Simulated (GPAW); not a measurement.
Runs of GPAW 26.7.0 on CdSe (Cadmoselite). It takes space group P6_3mc (No. 186, hexagonal). The conventional cell has a = 4.300 Å, b = 4.300 Å, c = 7.020 Å, α = 90.00°, β = 90.00°, γ = 120.00°. Cd (site symmetry 3m) is surrounded by 4 Se at 2.61 to 2.70 Å. Se (site symmetry 3m) has 4 Cd at 2.61 to 2.70 Å as nearest neighbours. 

| task | level | potentials or basis | spin | cell | k mesh | eigensolver | band path | band points | spin axis theta (degrees) | spin axis phi (degrees) | mesh quality | gap on the mesh (eV) | pressure (GPa) | relaxed volume (Å³/atom) | largest force (eV/Å) |
| --- | --- | --- | --- | --- | --- | --- | --- | --- | --- | --- | --- | --- | --- | --- | --- |
| electron localisation function | vdW-DF-cx | GPAW PAW data sets (gpaw-data 1.2.1), pw | off | as given | 4 × 4 × 2 | davidson niter=4 | - | - | - | - | coarse | (a) | - | - | 0.30 |
| band structure | PBEint | PAW data sets generated in the run's folder for this functional, pw | SOC, no magnetisation | as given | 5 × 5 × 3 | - | GMKGALHA,LM,KH | 60 | 90 | 45 | not flagged | 0.55 | 1.0 | - | 0.27 |
| relaxation of cell and atoms | BLYP+D4 | PAW data sets generated in the run's folder for this functional, pw | off | relaxed | 5 × 5 × 3 | davidson | - | - | - | - | not flagged | (b) | 0.0 | 29.01 | 0.01 |
| relaxation of cell and atoms | BLYP | PAW data sets generated in the run's folder for this functional, pw | off | relaxed to -2 GPa | 5 × 5 × 3 | davidson | - | - | - | - | not flagged | 0.19 | -2.0 | - | 0.01 |
| relaxation of cell and atoms | OLYP | PAW data sets generated in the run's folder for this functional, pw | off | relaxed to 1 GPa | 5 × 5 × 3 | davidson | - | - | - | - | not flagged | 0.96 | 1.0 | - | 0.01 |
| relaxation of cell and atoms | PBEsol+D4 | PAW data sets generated in the run's folder for this functional, pw | off | relaxed | 5 × 5 × 3 | - | - | - | - | - | not flagged | 0.59 | 0.0 | 27.50 | - |
| band structure | mBEEF | GPAW PAW data sets (gpaw-data 1.2.1), pw | SOC, no magnetisation | as given | 5 × 5 × 3 | - | GMKGALHA,LM,KH | 80 | 54.7 | 45 | not flagged | 1.25 | 2.1 | - | 0.26 |

Alike in all rows: cutoff (eV) 600; smearing fermi-dirac 0.05 eV.

Question: Estimate the missing entries.

Answer: (a) 0.63; (b) 0.52.

Caveats: some runs use coarse meshes; later steps reuse the first step's grids (some runs); the PAW data sets were made with another functional, which shifts forces and pressure a little (some runs); spin-orbit coupling was added after a scalar SCF, so levels and gaps hold it while energy, forces, pressure and moments don't (some runs); this program's spin-orbit splittings come out too wide for heavy elements (some runs); the volume moved by over 15 % at a fixed basis, so the end points are rough (some runs).

A k mesh can miss the band edges, and rows without SOC leave out spin-orbit coupling on Cd, Se.

Runs at the PBE level aren't shown here.
